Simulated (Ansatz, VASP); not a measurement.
# One calculation of Ca4F, two programs

INCAR

```
  ALGO = Fast
  EDIFF = 1E-6
  EDIFFG = -0.01
  ENCUT = 600
  GGA = PE
  IBRION = 2
  ISIF = 3
  ISMEAR = 0
  LASPH = T
  LCHARG = F
  LREAL = F
  LWAVE = F
  NELM = 80
  NSW = 100
  PREC = Accurate
  SIGMA = 0.1
```

Contents of KPOINTS:

```
k-points
0
Gamma
  8 8 8
```

Contents of POSCAR:

```
Ca4F
1.0
    5.4231426493      0.0000000000      0.0000000000
    0.0000000000      5.4231426493      0.0000000000
    0.0000000000      0.0000000000      5.4231426493
Ca F
4 1
Direct
    0.0000000000      0.0000000000      0.0000000000
    0.5000000000      0.5000000000      0.0000000000
    0.5000000000      0.0000000000      0.5000000000
    0.0000000000      0.5000000000      0.5000000000
    0.5000000000      0.5000000000      0.5000000000
```

Input for Ansatz:

```yaml
crystal:
  lattice:
    - [5.4231426493, 0.0, 0.0]
    - [0.0, 5.4231426493, 0.0]
    - [0.0, 0.0, 5.4231426493]
  atoms:
    - { symbol: Ca, position: [0.0, 0.0, 0.0] }
    - { symbol: Ca, position: [0.5, 0.5, 0.0] }
    - { symbol: Ca, position: [0.5, 0.0, 0.5] }
    - { symbol: Ca, position: [0.0, 0.5, 0.5] }
    - { symbol: F, position: [0.5, 0.5, 0.5] }
basis:
  ecutwfc: 420
kpoints:
  mp_grid: { grid: [8, 8, 8] }
hamiltonian:
  xc: pbe
scf:
  occupations: { method: gaussian, width: 0.1 }
output:
  forces: true
  stress: true
  eigenvalues: true
relax:
  adjacent_minimum: "off"
  f_tol: 0.01
  max_steps: 80
  cell: { stress_tol: 0.05 }
```

Change from the starting cell: species swapped into the Mn4N type (Pm-3m, No. 221).

Alike in both runs: task relaxation of cell and atoms; functional PBE; k mesh 8 × 8 × 8; occupations gaussian, width 0.1 eV; no spin polarisation.

```csv
,VASP,Ansatz
version,VASP 6.6.1,Ansatz 0.2.0
potentials or method,"VASP PAW PBE potentials, release 64 (Ca_sv, F)","scalar-relativistic, plane waves, PAW"
plane-wave cutoff (eV),600,420
valence electrons in the cell,47,47
```

```csv
,VASP,Ansatz,Ansatz less VASP
"gap on the k mesh at the Fermi level, each at its own relaxed structure (eV)",none,none,-
relaxed volume (Å³/atom),31.90,31.90,0.000
relaxed cell length with the largest relative difference (Å),5.423,5.423,0.0000
```

A gap of «none» marks a metal or a gap that the smearing closes.

Caveats: the relaxation stopped at its first step, so nothing moved; an odd number of electrons without spin polarisation forces a metal; a magnetic or distorted state may lie lower.
